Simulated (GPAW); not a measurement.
Crystal: KMgF3.

```
K Mg F
1.0
     3.98590    0.00000    0.00000
     0.00000    3.98590    0.00000
     0.00000    0.00000    3.98590
K Mg F
1 1 3
Cartesian
  1.9929 1.9929 1.9929
  0.0000 0.0000 0.0000
  0.0000 0.0000 1.9929
  0.0000 1.9929 0.0000
  1.9929 0.0000 0.0000
```

Base run:

* Program: GPAW 26.7.0
* Functional: RPBE
* Potentials or basis: the program's PAW data sets (release 1.2.1) made for this functional
* Cutoff: 650 eV
* Basis: pw
* k mesh: 6 × 6 × 6
* Occupations: fermi-dirac, width 0.001 eV
* Spin: no spin polarisation

Its results: band gap on the k mesh 7.63 eV, indirect (least direct gap 7.95 eV).

Question: The run is repeated on the same cell with these changes: functional from RPBE to GLLB-SC; response ecut from 50 eV to 80 eV. What comes out?

Answer: Band gap on the k mesh, kohn-sham part alone 9.49 eV, indirect (least direct gap 9.70 eV).

Caveats: the long-wavelength limit can be off by a per cent or two; an odd mesh through Γ misses points on the zone boundary, where band edges often lie; a model potential gives levels but no total energy (some runs); response on these states lacks terms of the Hamiltonian (some runs).

Not every run made on this cell is shown here.
